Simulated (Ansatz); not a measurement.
Bulk crystal (Ti) after relaxation:

```cif
data_structure
_symmetry_space_group_name_H-M 'Fm-3m'
_symmetry_Int_Tables_number 225
_cell_length_a 4.1120
_cell_length_b 4.1120
_cell_length_c 4.1120
_cell_angle_alpha 90.000
_cell_angle_beta 90.000
_cell_angle_gamma 90.000
_cell_volume 69.53
loop_
_atom_site_label
_atom_site_type_symbol
_atom_site_symmetry_multiplicity
_atom_site_Wyckoff_symbol
_atom_site_fract_x
_atom_site_fract_y
_atom_site_fract_z
_atom_site_occupancy
Ti1 Ti 4 a 0.00000 0.00000 0.00000 1
```

Miller indices refer to the conventional cell of Fm-3m (No. 225), a = 4.112 Å, b = 4.112 Å, c = 4.112 Å, α = 90.00°, β = 90.00°, γ = 90.00°.

Consider the (100) slab of 6 planes, 10.3 Å thick with 15 Å of vacuum as cut; outer planes Ti (top) and Ti (bottom), all atoms relaxed.

Computed with Ansatz, DFT PBE, scalar-relativistic, plane waves, PAW. Plane waves to 420 eV, a k mesh through Γ of 12×12×1 on the computed 6-atom cell and Gaussian smearing (0.10 eV); no spin polarisation. The cell repeats along c with a dipole correction in the vacuum.

Task: Give the surface energy (mean of both faces).

Result: 1.63 J/m².

Task: Predict the work function.

Result: 4.01 eV.

Task: The top two planes lie 2.056 Å apart in the bulk. How does relaxation change this?

Result: The spacing becomes 1.879 Å (-8.6 %).

The reference crystal is the fcc form of Ti, which isn't its usual structure.